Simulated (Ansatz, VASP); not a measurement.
One calculation of SnSe, two programs

Contents of INCAR:

```
SYSTEM = SnSe
PREC = Accurate ; ENCUT = 520
EDIFF = 1E-6 ; ISMEAR = -1
SIGMA = 0.05 ; LREAL = .FALSE.
LASPH = .TRUE. ; NELM = 60
ALGO = Normal ; ISIF = 2
LWAVE = .FALSE. ; LCHARG = .FALSE.
GGA = RE ; NBANDS = 17
```

File KPOINTS:

```
Automatic mesh
0
G
  8 8 8
  0 0 0
```

Contents of POSCAR:

```
SnSe
1.0
    0.0000000000      3.0496098055      3.0496098055
    3.0496098055      0.0000000000      3.0496098055
    3.0496098055      3.0496098055      0.0000000000
Sn Se
1 1
Direct
    0.0000000000      0.0000000000      0.0000000000
    0.5000000000      0.5000000000      0.5000000000
```

The input input.yaml:

```yaml
crystal:
  lattice:
    - [0.0, 3.0496098055, 3.0496098055]
    - [3.0496098055, 0.0, 3.0496098055]
    - [3.0496098055, 3.0496098055, 0.0]
  atoms:
    - { symbol: Sn, position: [0.0, 0.0, 0.0] }
    - { symbol: Se, position: [0.5, 0.5, 0.5] }
hamiltonian:
  xc: revpbe
  pseudopotentials: { kind: paw }
kpoints:
  mp_grid: { grid: [8, 8, 8] }
scf:
  occupations: { method: fermi_dirac, width: 0.05 }
output:
  forces: true
  stress: true
  eigenvalues: true
  write_density: true
  write_potential: true
  elf: true
  volumetric_format: npy
```

Measurements of this composition are mostly on another form, of space group No. 62.

Alike in both runs: task single point; functional revPBE; k mesh 8 × 8 × 8; occupations fermi-dirac, width 0.05 eV; no spin polarisation.

```csv
,VASP,Ansatz
version,VASP 6.6.1,Ansatz 0.2.0
potentials or method,"VASP PAW PBE potentials, release 64 (Sn_d, Se)",Ansatz PAW
plane-wave cutoff (eV),520,420
valence electrons in the cell,20,30
```

VASP gave:

- gap on the k mesh at the Fermi level (eV): 0.38
- least direct gap on the mesh (eV): 0.38
- pressure (GPa): 0.1

Task: What did Ansatz give for the same quantities?

Result: gap on the k mesh at the Fermi level (eV): 0.38; least direct gap on the mesh (eV): 0.38; pressure (GPa): 0.2.

The two sets of potentials don't hold the same shells in valence.

Caveats: spin-orbit coupling is left out, which moves the levels of the heavy elements; the PAW data sets were made with another functional, which shifts forces and pressure a little (VASP); the PAW data sets come from PBE, with cores solved anew for the run's functional, which leaves a small shift of forces and pressure (Ansatz).
